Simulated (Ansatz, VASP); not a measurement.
**InBiO3 in two plane-wave programs**

Wanted: the spread between two codes on one cell, functional and k mesh. The two relaxations start from unlike cells of this crystal (the structure described is Ansatz's start), so only their ends are compared.

Method: plane waves, with VASP 6.6.1 beside it; relaxation of cell and atoms at BLYP, in Ansatz 0.2.0.

## (1) The structure

Symmetry: Pna2_1, No. 33, orthorhombic system. Conventional cell: a = 5.955 Å, b = 5.602 Å, c = 8.386 Å, α = 90.00°, β = 90.00°, γ = 90.00°. Nearest to In lie 6 O at 1.93 to 2.40 Å. Bi has 6 O at 2.20 to 2.68 Å nearest. O has 2 In at 1.93 to 2.33 Å and 2 Bi at 2.34 to 2.68 Å nearest. O has 2 In at 2.21 to 2.28 Å and 2 Bi at 2.28 to 2.58 Å nearest. Nearest to O lie 2 In at 2.04 to 2.40 Å and 2 Bi at 2.20 to 2.38 Å. Farther neighbours and most contacts between anions are not listed.

## (2) Ansatz: relaxation of cell and atoms, BLYP

Ansatz runs on its default PAW (the set named soft_2) files.

The relaxed volume is the usual yardstick between codes: in a stiff, nearly cubic crystal its relative difference is about their pressure difference at one cell divided by the bulk modulus.

The input, input.yaml:

```yaml
crystal:
  lattice:
    - [5.95463, 0.0, 0.0]
    - [0.0, 5.60182, 0.0]
    - [0.0, 0.0, 8.38631]
  atoms:
    - { symbol: In, position: [0.0026, 0.5011, 0.0] }
    - { symbol: In, position: [0.9974, 0.4989, 0.5] }
    - { symbol: In, position: [0.4974, 0.0011, 0.5] }
    - { symbol: In, position: [0.5026, 0.9989, 0.0] }
    - { symbol: Bi, position: [0.05955, 0.0088, 0.7797] }
    - { symbol: Bi, position: [0.94045, 0.9912, 0.2797] }
    - { symbol: Bi, position: [0.44045, 0.5088, 0.2797] }
    - { symbol: Bi, position: [0.55955, 0.4912, 0.7797] }
    - { symbol: O, position: [0.171, 0.218, 0.447] }
    - { symbol: O, position: [0.829, 0.782, 0.947] }
    - { symbol: O, position: [0.329, 0.718, 0.947] }
    - { symbol: O, position: [0.671, 0.282, 0.447] }
    - { symbol: O, position: [0.344, 0.63, 0.53] }
    - { symbol: O, position: [0.656, 0.37, 0.03] }
    - { symbol: O, position: [0.156, 0.13, 0.03] }
    - { symbol: O, position: [0.844, 0.87, 0.53] }
    - { symbol: O, position: [0.946, 0.383, 0.773] }
    - { symbol: O, position: [0.054, 0.617, 0.273] }
    - { symbol: O, position: [0.554, 0.883, 0.273] }
    - { symbol: O, position: [0.446, 0.117, 0.773] }
kpoints:
  mp_grid: { grid: [4, 4, 4] }
hamiltonian:
  xc: blyp
scf:
  occupations: { method: gaussian, width: 0.02 }
output:
  forces: true
  stress: true
  eigenvalues: true
relax:
  adjacent_minimum: "off"
  f_tol: 0.005
  max_steps: 60
  cell: { stress_tol: 0.03 }
```

Command:

```
> ansatz run input.yaml --threads 4 --pin off --max-ram 16384MiB --backend cpu --events-out ev --progress --plain --runs-dir out
```

Numbers of over 12 decimals in the logs are rounded to 6 here.

The log of the run:

```text
Engine: ansatz 0.2.0, x86_64-unknown-linux-gnu
Pseudopotentials: kind: paw
Pseudopotential: In, paw, valence charge 13, recommended cutoff 420 eV (normal), In.paw.azcp
Pseudopotential: Bi, paw, valence charge 15, recommended cutoff 420 eV (normal), Bi.paw.azcp
Pseudopotential: O, paw, valence charge 6, recommended cutoff 420 eV (normal), O.paw.azcp
Functional definition: BLYP
  parameter beta = 0.0042
  parameter a = 0.04918
  parameter b = 0.132
  parameter c = 0.2533
  parameter d = 0.349
  exchange = b88_x(beta = beta)
  correlation = lyp_c(a = a, b = b, c = c, d = d)
Crystal: 20 atoms, lattice volume = 279.740 Å³
Basis set: ecut = 420 eV, 5449 PW (Γ), exchange–correlation on 80×80×120 points (8 copies of the dense FFT grid, shifted against one another)
Bands: 112, of which v1, the nominal top of the filled ones, is band 92 counted from 1 (91 counted from 0)
Symmetry: 4 space group operations
Space group: Pna21 (ITA 33), of the structure as read, at distance tolerance 6.5e-5 Å
k-points: 27 of 64 (time reversal used)
Non-local potential: In, projectors of the file, l = 0: 2, l = 1: 2, l = 2: 2, l = 3: 2
Non-local potential: Bi, projectors of the file, l = 0: 2, l = 1: 2, l = 2: 2, l = 3: 2
Non-local potential: O, projectors of the file, l = 0: 2, l = 1: 2, l = 2: 1
PAW form: soft (Blöchl's): semilocal exchange-correlation on the pseudo side does not see the compensation charge
PAW frozen core: In, regenerated for the run's functional, and the local potential with it (the file was generated under x = pbe(κ = 0.804, μ = 0.219515), c = pbe(β = 0.066725))
PAW frozen core: Bi, regenerated for the run's functional, and the local potential with it (the file was generated under x = pbe(κ = 0.804, μ = 0.219515), c = pbe(β = 0.066725))
PAW frozen core: O, regenerated for the run's functional, and the local potential with it (the file was generated under x = pbe(κ = 0.804, μ = 0.219515), c = pbe(β = 0.066725))
PAW one-centre angular grid: In, 590 points (default); XC on 64 Gauss nodes
PAW one-centre angular grid: Bi, 590 points (default); XC on 64 Gauss nodes
PAW one-centre angular grid: O, 110 points (default); XC on 64 Gauss nodes
Initial density: superposition of atomic densities (neutral atoms: chi_scale 0, normalization atom), corrected by the library's trained network
Initial wavefunctions: pseudopotential atomic-orbital guess
Functional: x = b88, c = lyp
SCF iter   1: F=—  HF=-78981.822731 eV  |F-HF|=—  |Δ(HF+E_count)|=         —  Δρ=2.01e-2  dr2=8.57e-1  ethr=1.77e-3  ⟨swp⟩=6.0  Hψ=11397  notcnv=0  defer=16
preconditioner: auto → Resta (q_TF=auto, 2.544 Å⁻¹)  ε∞=4.2  [insulator: Δε(μ)=2.869 eV  Ē_g=16.846 eV  σ=0.020 eV  W_gap=1.00  n_scr=82 (ndim 8)  ℏωp=30.1 eV  f_vac=0.006  D(μ)=0.00/eV (n_scr^D=0)  ε∞_Penn≈4.2]
SCF iter   2: F=—  HF=-78981.627767 eV  |F-HF|=—  |Δ(HF+E_count)|=   1.95e-1  Δρ=6.09e-3  dr2=9.73e-2  ethr=4.66e-4  ⟨swp⟩=2.0  Hψ=3920  notcnv=0  defer=419
SCF iter   3: F=—  HF=-78981.608197 eV  |F-HF|=—  |Δ(HF+E_count)|=   1.96e-2  Δρ=1.07e-3  dr2=2.82e-3  ethr=5.29e-5  ⟨swp⟩=2.1  Hψ=4522  notcnv=0  defer=419
SCF iter   4: F=—  HF=-78981.608204 eV  |F-HF|=—  |Δ(HF+E_count)|=   6.83e-6  Δρ=2.38e-4  dr2=1.52e-4  ethr=1.53e-6  ⟨swp⟩=2.0  Hψ=4514  notcnv=0  defer=419
SCF iter   5: F=—  HF=-78981.608185 eV  |F-HF|=—  |Δ(HF+E_count)|=   1.87e-5  Δρ=4.42e-5  dr2=5.62e-6  ethr=8.26e-8  ⟨swp⟩=2.0  Hψ=4534  notcnv=0  defer=419
SCF iter   6: F=—  HF=-78981.607976 eV  |F-HF|=—  |Δ(HF+E_count)|=   2.09e-4  Δρ=1.36e-5  dr2=5.23e-7  ethr=3.06e-9  ⟨swp⟩=2.0  Hψ=4490  notcnv=0  defer=419
SCF iter   7: F=-78981.607976 eV  HF=-78981.607976 eV  |F-HF|=8.73e-11  |Δ(HF+E_count)|=   8.53e-8  Δρ=2.31e-6  dr2=1.43e-8  ethr=5.43e-11  ⟨swp⟩=11.5  Hψ=15947  notcnv=0
SCF 1 converged in 7 iterations: F = -78981.607976 eV  dr2 = 1.43e-8
  greatest PAW one-centre occupation: 0.992 electrons in one spin orbital (limit 2), on the Bi atom at site 4 (counted from 0), in its partial waves of l = 2
relax step   1: F+E_penalty+E_count = -78981.60797586 eV  Δ(F+E_penalty+E_count) = +0.000e0 eV  max|allowed force component| = 3.554e0 eV/Å  Δτ_max = 0.0000 Å  P = +16.059 GPa  Ω = 279.740 Å³  (7 SCF iters, dr2 threshold 1.00e-7 eV, accepted)
Crystal: 20 atoms, lattice volume = 305.357 Å³
Basis set: ecut = 420 eV, 5959 PW (Γ), exchange–correlation on 80×80×120 points (8 copies of the dense FFT grid, shifted against one another)
Initial density: handed on by an earlier stage of this run
Initial wavefunctions: those handed on with the density
iter 1 solved again at ethr=4.62e-4 eV; its pass at ethr=3.10e-3 eV (dr2=8.50e-1 eV) is discarded
SCF iter   1: F=—  HF=-78984.973006 eV  |F-HF|=—  |Δ(HF+E_count)|=         —  Δρ=2.07e-2  dr2=8.59e-1  ethr=4.62e-4  ⟨swp⟩=2.6  Hψ=16324  notcnv=0
[...]
SCF converged after 5 iterations
Free energy (F): -78985.974150 eV
Harris-Foulkes:  -78985.974150 eV  (|F-HF|=3.35e-10)
Internal energy: -78985.974150 eV  (E = F + TS)
E sigma→0 (E₀):  -78985.974150 eV
Fermi energy:    10.217015 eV
--- Per-component energies (eV) ---
  E_band       = -369.415250
  E_kinetic    = 4273.445961
  E_local      = -13898.133531  (includes V_loc(G=0)·N_el)
  E_nonlocal   = 4305.413855
  E_hartree    = 4907.776255
  E_xc         = -2318.897054
  E_vxc        = -2063.475428  (∫ρ·V_xc dr)
  E_paw        = -61416.382727  (= ΣΔE_a)
  E_vpaw       = -2802.245780  (= ΣTr[D̂ρ^β])
  E_aug_tail   = 0.027129  (compensation charges beyond the density's cutoff)
  E_ewald      = -14838.161033
  E_core_change = -1.063006  (= ΣΔE_core)
  E_smearing   = -0.000000  (= −TS)
  E_closure    = -0.000000  (closes the sum)
  Σ components = -78985.974150   (vs F -78985.974150, Δ=0.00e0)
--- Forces (eV/Å), atoms counted from 1 ---
  atom   1  In    -0.00074043    -0.00237125     0.00011862
  atom   2  In     0.00074043     0.00237125     0.00011862
  atom   3  In     0.00074043    -0.00237125     0.00011862
  atom   4  In    -0.00074043     0.00237125     0.00011862
  atom   5  Bi     0.00022948     0.00145084     0.00063315
  atom   6  Bi    -0.00022948    -0.00145084     0.00063315
  atom   7  Bi    -0.00022948     0.00145084     0.00063315
  atom   8  Bi     0.00022948    -0.00145084     0.00063315
  atom   9  O     -0.00049812    -0.00021657    -0.00084774
  atom  10  O      0.00049812     0.00021657    -0.00084774
  atom  11  O      0.00049812    -0.00021657    -0.00084774
  atom  12  O     -0.00049812     0.00021657    -0.00084774
  atom  13  O     -0.00055065     0.00069502     0.00071268
  atom  14  O      0.00055065    -0.00069502     0.00071268
  atom  15  O      0.00055065     0.00069502     0.00071268
  atom  16  O     -0.00055065    -0.00069502     0.00071268
  atom  17  O      0.00004241    -0.00052694    -0.00061706
  atom  18  O     -0.00004241     0.00052694    -0.00061706
  atom  19  O     -0.00004241    -0.00052694    -0.00061706
  atom  20  O      0.00004241     0.00052694    -0.00061706
  max |Σ_I F_I| component: 1.38e-6 eV/Å
--- Stress (GPa, compression-positive) ---
       -0.006332       0.000000       0.000000
        0.000000      -0.000016       0.000000
        0.000000       0.000000       0.020036
  P = ⅓ Tr σ = 0.0046 GPa (0.046 kbar)
--- Band table (eV; the first three rows and the last of 27) ---
  k-point 0: bands = [... 88 lower, 8.2327, 8.6162, 8.6784, 8.7840, 11.5765, 11.8599, 12.8151, 12.8801, ... 16 higher]
  k-point 1: bands = [... 88 lower, 8.2514, 8.7155, 8.7230, 8.7607, 11.6080, 11.8148, 12.8062, 12.8289, ... 16 higher]
  k-point 2: bands = [... 88 lower, 8.6028, 8.6028, 8.7421, 8.7421, 11.7023, 11.7023, 12.7897, 12.7897, ... 16 higher]
  k-point 26: bands = [... 88 lower, 8.6232, 8.6232, 8.6450, 8.6450, 11.9614, 11.9614, 12.4368, 12.4368, ... 16 higher]
--- Relaxed structure (13 steps of the walk, 12 accepted, 3 SCFs on fresh bases) ---
  F+E_penalty+E_count = -78985.97414954 eV   max|allowed force component| = 2.371e-3 eV/Å   (the final SCF, on the basis selected at the relaxed cell)
  cell:  # Å, volume = 307.4950 Å³
    - [6.060136, 0.0, 0.0]
    - [0.0, 5.791793, 0.0]
    - [0.0, 0.0, 8.760776]
  atoms:
    - { symbol: In, position: [0.00103851, 0.505183, 0.018715] }
    - { symbol: In, position: [0.998961, 0.494817, 0.518715] }
    - { symbol: In, position: [0.498961, 0.0051829, 0.518715] }
    - { symbol: In, position: [0.501039, 0.994817, 0.018715] }
    - { symbol: Bi, position: [0.061933, 0.00753794, 0.800853] }
    - { symbol: Bi, position: [0.938067, 0.992462, 0.300853] }
    - { symbol: Bi, position: [0.438067, 0.507538, 0.300853] }
    - { symbol: Bi, position: [0.561933, 0.492462, 0.800853] }
    - { symbol: O, position: [0.214231, 0.206810, 0.434475] }
    - { symbol: O, position: [0.785769, 0.793190, 0.934475] }
    - { symbol: O, position: [0.285769, 0.706810, 0.934475] }
    - { symbol: O, position: [0.714231, 0.293190, 0.434475] }
    - { symbol: O, position: [0.339394, 0.665870, 0.520633] }
    - { symbol: O, position: [0.660606, 0.334130, 0.020633] }
    - { symbol: O, position: [0.160606, 0.165870, 0.020633] }
    - { symbol: O, position: [0.839394, 0.834130, 0.520633] }
    - { symbol: O, position: [0.944708, 0.390684, 0.755024] }
    - { symbol: O, position: [0.055292, 0.609316, 0.255024] }
    - { symbol: O, position: [0.555292, 0.890684, 0.255024] }
    - { symbol: O, position: [0.444708, 0.109316, 0.755024] }
```

In the SCF lines HF is the Harris–Foulkes energy and dr2 the Hartree energy of the density residual, in eV; the loop may stop once dr2 is under the threshold and the program's other checks hold. Hψ counts applications of the Hamiltonian.

[end of part 1 of 2]

[Lines on the potential files, build, host, timing and source positions are cut from VASP's logs without a mark.]

[Logs are printed without paths, hosts, clocks, repeated set-up lines and the standing remarks that a program may print on its own settings, such as how far it seeks lower states.]

[Hosts, paths, dates, database ids (printed as entryN), source tags and the programs' standing remarks are cut or masked in the printed files.]
